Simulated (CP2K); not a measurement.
Runs of CP2K 2026.2 on CaSe. It takes space group F-43m (No. 216, cubic). The conventional cell has a = 6.600 Å, b = 6.600 Å, c = 6.600 Å, α = 90.00°, β = 90.00°, γ = 90.00°. Around Se (site symmetry -43m) lie 4 Ca at 2.86 Å. Ca (site symmetry -43m) is surrounded by 4 Se at 2.86 Å. The cell comes from a database or a generator and needn't be the stable form of this composition.

```csv
task,level,potentials or basis,cell,smearing,k points reduced by the point group,NGRIDS,shape of the broadening,broadening of the DOS (eV),step of the DOS (eV),gap on the mesh (eV),pressure (GPa)
single point,RPBE,"POTENTIAL_UZH Se GTH-PBE-q6, Ca GTH-PBE-q10; TZVP-MOLOPT-PBE-GTH basis",as given,gaussian 0.05 eV,yes,5,-,-,-,3.32,1.1
single point,PBE,"POTENTIAL_UZH Se GTH-PBE-q6, Ca GTH-PBE-q10; TZVP-MOLOPT-PBE-GTH basis",as given,gaussian 0.02 eV,yes,5,-,-,-,3.10,0.0
single point,PBE,"POTENTIAL_UZH Se GTH-PBE-q6, Ca GTH-PBE-q10; TZVP-MOLOPT-PBE-GTH basis",as given,gaussian 0.05 eV,yes,5,-,-,-,3.10,0.0
density of states,LDA,"GTH_POTENTIALS Se GTH-PADE-q6, Ca GTH-PADE-q10; TZVP-MOLOPT-PBE-GTH basis",as given,fermi-dirac 0.02 eV,yes,5,LORENTZIAN,0.15 eV,0.05 eV,(a),-2.5
relaxation of cell and atoms,BLYP+D4,"GTH_POTENTIALS Se GTH-BLYP-q6, Ca GTH-BLYP-q10; TZVP-MOLOPT-PBE-GTH basis",relaxed,gaussian 0.05 eV,-,4,-,-,-,(b),0.0
```

Alike in all rows: no spin polarisation; k mesh 7 × 7 × 7.

**Question.** Fill in the values left out.

**Answer.** (a) 2.84; (b) 3.34.

Caveats: an odd mesh through Γ misses points on the zone boundary, where band edges often lie; the basis of atomic orbitals isn't converged, which shifts pressures, moduli and gaps; the potentials were made for another functional, which shifts forces and pressure (some runs); the printed path begins after the first move (some runs); the real-space grid breaks the cell's symmetry a little (some runs).

A k mesh can miss the band edges, and the runs leave out spin-orbit coupling on Se.
